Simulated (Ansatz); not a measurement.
The elements of this relaxed trial crystal are hidden behind letters.

```
lattice vectors (Å)
   4.3816    0.0000    0.0000
   0.0000    4.3816    0.0000
   0.0000    0.0000    4.3816
fractional positions
X 0.7536 0.7536 0.2464
X 0.2464 0.2464 0.2464
X 0.7536 0.2464 0.7536
X 0.2464 0.7536 0.7536
Z 0.5000 0.0000 0.5000
Z 0.0000 0.5000 0.5000
Z 0.5000 0.5000 0.0000
```

The calculation used DFT PBE, scalar-relativistic, plane waves, PAW (Ansatz 0.2.0). Settings of the last relaxation (7-atom cell): 420 eV, 8×8×8 k points, Gaussian smearing of 0.10 eV, no spin polarisation.

* Space group: P-43m (No. 215)
* Conventional cell: a = 4.382 Å
* Volume per atom: 12.02 Å³
* Density: 2.96 g/cm³
* Energy over the elements: −0.84 eV/atom
* Gap on the 8×8×8 mesh of the 7-atom cell: 0 eV (a metal)

Energies are uncorrected and count from the elements' standard states at the same level.

Question: X is a p-block element of period 3 and Z is a p-block element of period 2. Which elements are they?

Answer: X = Al, Z = N, so the formula is Al4N3. Density times volume gives a mean mass of 2.96 × 12.02/1.6605 = 21.4 u per atom, and this set has 21.4 u. Among the elements that the hints allow, noble gases aside, only these give it. Around Al lie 3 N at 1.91 Å; N is surrounded by 4 Al at 1.91 Å.

An odd number of electrons in the primitive cell allows no gap without spin; a larger cell or a magnetic state could open one. A structure relaxed within its symmetry needn't be a true minimum. Another cell of the same search, in P3m1, lies 169 meV/atom lower, so this cell isn't the stable form at this level.
